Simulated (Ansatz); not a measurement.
AlNi: enthalpy against pressure

AlNi, P4/mmm, a = 2.860 Å, c = 2.870 Å. The structure is a Materials Project entry; whether it is the stable form wasn't checked. Ansatz: r2SCAN, PAW, 500 eV, Γ-centred 16×16×14 mesh on 2 atoms, Gaussian smearing 0.10 eV; no spin polarisation. Cell and atoms are relaxed at each pressure, and no other structure is tried, so the rows at high pressure may lie past a change of phase. y is the enthalpy over the state at zero pressure; there V0 = 11.737 Å³/atom. The pressures are the targets, met within 0.07 GPa.

| P (GPa) | y (eV/atom) |
| --- | --- |
| -2.0 | -0.1473 |
| 0.0 | 0.0000 |
| 2.0 | 0.1457 |
| 5.0 | ? |
| 10.0 | 0.7136 |
| 20.0 | 1.3949 |
| 40.0 | 2.6836 |

Question: Fit y = c1 P + c2 P² + c3 P³ to the other rows, say what c1 and c2 mean, and predict the missing value.

Answer: Least squares on the rows shown. y = 0.073199 P − 0.00019288 P² + 1.0039×10⁻⁶ P³. Since dH/dP = V, c1 is V0: 0.073199 eV/GPa × 160.2 = 11.726 Å³ against 11.737; c2 = −V0/(2B0) gives B0 = 190 GPa, where a Birch–Murnaghan fit to the volumes of the same runs (not shown) gives 176 GPa: a cubic over this range folds the higher terms into c2. At P = 5.0 the fit asked for gives 0.3613 eV/atom. The run gave 0.3613 eV/atom, the same to the digits shown.

The mesh isn't the same in all rows (16×16×14, 16×16×16).